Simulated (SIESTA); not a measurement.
BN:

```xyz
4
Lattice="2.5539 0.0000 0.0000 -1.2770 2.2118 0.0000 0.0000 0.0000 4.2269" Properties=species:S:1:pos:R:3 pbc="T T T"
N     0.0000    1.4745    0.5295
N     1.2770    0.7373    2.6430
B     0.0000    1.4745    2.1123
B     1.2770    0.7373    4.2257
```

Measurements of this composition are mostly on another form, of space group No. 194.

Base run:

```yaml
Program: SIESTA 5.4.2
Functional: BLYP
Potentials_or_basis: PseudoDojo 0.4 standard (PBE files)
Basis: DZP (energy shift 0.003 Ry)
Grid_cutoff: 800 Ry
Energy_shift: 0.003 Ry
k_mesh: 12 × 12 × 6
Occupations: fermi-dirac, width 0.05 eV
Spin: no spin polarisation
```

Its results: band gap on the k mesh 5.64 eV, indirect (least direct gap 8.52 eV); pressure 13.7 GPa; largest force 0.016 eV/Å.

After a change of settings the same cell gave: band gap on the k mesh 5.33 eV, indirect (least direct gap 8.36 eV); pressure 2.7 GPa; largest force 0.019 eV/Å. Which change was it?
A. functional from BLYP to AM05; potentials or basis from PseudoDojo 0.4 standard (PBE files) to PseudoDojo 0.4 standard (PBEsol files)
B. functional from BLYP to PBEsol; potentials or basis from PseudoDojo 0.4 standard (PBE files) to PseudoDojo 0.4 standard (PBEsol files)
C. functional from BLYP to vdW-DF-cx
D. functional from BLYP to PBE

D.

PBE binds more tightly than BLYP, so the same cell stands under less pressure.

Caveats: the basis of atomic orbitals isn't converged, which shifts pressures, moduli and gaps; the potentials were made for another functional, which shifts forces and pressure (some runs); the basis holds too few empty states to meet the f-sum rule, so the spectrum is short of weight at high energy (some runs).

Not every run made on this cell is shown here.
